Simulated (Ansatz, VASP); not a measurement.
Si: VASP beside Ansatz

```
Si
1.0
     0.00000    2.52697    2.52697
     2.52697    0.00000    2.52697
     2.52697    2.52697    0.00000
Si
2
Cartesian
  -0.6317 -0.6317 -0.6317
  0.6317 0.6317 0.6317
```

Change from the starting cell: volume scaled by 0.8, PAW files.

Alike in both runs: task single point; functional r2SCAN; k mesh 13 × 13 × 13; occupations fermi-dirac, width 0.08 eV; no spin polarisation.

|  | VASP | Ansatz |
| --- | --- | --- |
| version | VASP 6.6.1 | Ansatz 0.2.0 |
| potentials or method | VASP PAW PBE potentials, release 64 (Si) | PAW with Ansatz's default frozen-core files, scalar-relativistic |
| plane-wave cutoff (eV) | 520 | 500 |
| valence electrons in the cell | 8 | 8 |

Ansatz gave:

| Quantity | Value |
| --- | --- |
| pressure (GPa) | 34.0 |

Task: Estimate VASP's values.

Result: Pressure (GPa): 33.7.

Caveats: so large a pressure means that the cell lies far from this level's equilibrium, or that cutoff or potentials fall short (VASP); the potentials were made for another functional, which shifts forces and pressure (VASP).
